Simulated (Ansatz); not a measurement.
# AlN: the cost of one run

Computed with Ansatz 0.2.0 (DFT PBE, scalar-relativistic, plane waves, PAW, unless a step's input says otherwise).

### Step 1. The starting structure

The structure is cubic, space group F-43m (No. 216). The conventional cell has a = 4.368 Å, b = 4.368 Å, c = 4.368 Å, α = 90.00°, β = 90.00°, γ = 90.00°. Al (site symmetry -43m) is surrounded by 4 N at 1.89 Å. N (site symmetry -43m) is surrounded by 4 Al at 1.89 Å.

As a file:

```xyz
2
Lattice="0.0000 2.1840 2.1840 2.1840 0.0000 2.1840 2.1840 2.1840 0.0000" Properties=species:S:1:pos:R:3 pbc="T T T"
Al    0.0000    0.0000    0.0000
N     3.2760    3.2760    3.2760
```

It goes back to an entry of the Materials Project, which need not be the stable form.

The cell is taken as given, not relaxed at this level.

### Step 2. Zero of energy

The reference gives a free energy of -924.2035 eV, pressure 4.86 GPa, largest force 0.000 eV/Å and gap on the mesh 3.33 eV. It was computed beforehand with the settings of the runs below.

### Step 3. Next: a trigonal deformation path

At fixed volume and fractional coordinates, lengths along (0.577, 0.577, 0.577) are scaled against those across it; ρ is that ratio over its starting value.

### Step 4. Point ρ = 0.500

input.yaml reads:

```yaml
crystal:
  lattice:
    - [-0.9172198195, 1.834439639, 1.834439639]
    - [1.834439639, -0.9172198195, 1.834439639]
    - [1.834439639, 1.834439639, -0.9172198195]
  atoms:
    - { symbol: Al, position: [0.0, 0.0, 0.0] }
    - { symbol: "N", position: [0.75, 0.75, 0.75] }
basis:
  ecutwfc: 420
kpoints:
  mp_grid: { grid: [10, 10, 10] }
hamiltonian:
  xc: pbe
scf:
  occupations: { method: gaussian, width: 0.05 }
output:
  forces: true
  stress: true
  eigenvalues: true
  write_density: true
  write_potential: true
  elf: true
  volumetric_format: npy
```

Run with:

```sh
> ansatz run input.yaml --threads 1 --pin off --max-ram 2560MiB --backend cpu --events-out ev --progress --plain --runs-dir out
```

Q: Estimate wall time and peak memory on 1 thread of Arm Neoverse V1, shared host.

About 3.7 s, with a peak of 0.28 GiB.
